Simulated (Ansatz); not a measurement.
## Se8: crystal against free molecules

Level of theory: Ansatz, DFT PBE+D3(BJ), scalar-relativistic, plane waves, PAW.

Cutoff 420 eV; k points 4×4×2 on the computed 32-atom cell (Γ-centred); Gaussian smearing, width 0.02 eV; no spin polarisation.

The relaxed primitive cell holds 4 Se8 (symmetry kept; residual pressure 0.00 GPa). Each molecule is also computed alone in a box with 9 Å or more between images, first as cut from the crystal, then relaxed.

```yaml
crystal:
  lattice:
    - [8.93986, 0.00000, 0.00990]
    - [0.00000, 8.80190, 0.00000]
    - [-8.77364, 0.00000, 11.48767]
  atoms:
    - { symbol: Se, position: [0.09772, 0.52403, 0.77190] }
    - { symbol: Se, position: [0.90228, 0.02403, 0.72810] }
    - { symbol: Se, position: [0.90228, 0.47597, 0.22810] }
    - { symbol: Se, position: [0.09772, 0.97597, 0.27190] }
    - { symbol: Se, position: [0.07793, 0.34782, 0.64134] }
    - { symbol: Se, position: [0.92207, 0.84782, 0.85866] }
    - { symbol: Se, position: [0.92207, 0.65218, 0.35866] }
    - { symbol: Se, position: [0.07793, 0.15218, 0.14134] }
    - { symbol: Se, position: [0.78076, 0.36632, 0.45729] }
    - { symbol: Se, position: [0.21924, 0.86632, 0.04271] }
    - { symbol: Se, position: [0.21924, 0.63368, 0.54271] }
    - { symbol: Se, position: [0.78076, 0.13368, 0.95729] }
    - { symbol: Se, position: [0.57441, 0.17636, 0.44018] }
    - { symbol: Se, position: [0.42559, 0.67636, 0.05982] }
    - { symbol: Se, position: [0.42559, 0.82364, 0.55982] }
    - { symbol: Se, position: [0.57441, 0.32364, 0.94018] }
    - { symbol: Se, position: [0.38601, 0.31169, 0.47641] }
    - { symbol: Se, position: [0.61399, 0.81169, 0.02359] }
    - { symbol: Se, position: [0.61399, 0.68831, 0.52359] }
    - { symbol: Se, position: [0.38601, 0.18831, 0.97641] }
    - { symbol: Se, position: [0.50834, 0.26787, 0.67100] }
    - { symbol: Se, position: [0.49166, 0.76787, 0.82900] }
    - { symbol: Se, position: [0.49166, 0.73213, 0.32900] }
    - { symbol: Se, position: [0.50834, 0.23213, 0.17100] }
    - { symbol: Se, position: [0.69427, 0.48521, 0.77636] }
    - { symbol: Se, position: [0.30573, 0.98521, 0.72364] }
    - { symbol: Se, position: [0.30573, 0.51479, 0.22364] }
    - { symbol: Se, position: [0.69427, 0.01479, 0.27636] }
    - { symbol: Se, position: [0.00542, 0.39489, 0.87324] }
    - { symbol: Se, position: [0.99458, 0.89489, 0.62676] }
    - { symbol: Se, position: [0.99458, 0.60511, 0.12676] }
    - { symbol: Se, position: [0.00542, 0.10511, 0.37324] }
```

The lattice energy is -1.640 eV (-158.2 kJ/mol) a molecule against the relaxed free molecules, without zero-point or thermal terms. Free molecules keep the site symmetry that they have in the crystal, and one conformer stands for all of a formula. The molecules are strained by 0.077 eV each in the crystal, which takes 226.2 Å³ a molecule. The gap on the mesh is 1.12 eV in the crystal and 2.55 eV between the free molecule's highest filled and lowest empty level.

This form isn't the element's structure at ambient conditions.

Cost: 3 runs of about 79 core-minutes in all, on Arm Neoverse V2 (shared hosts).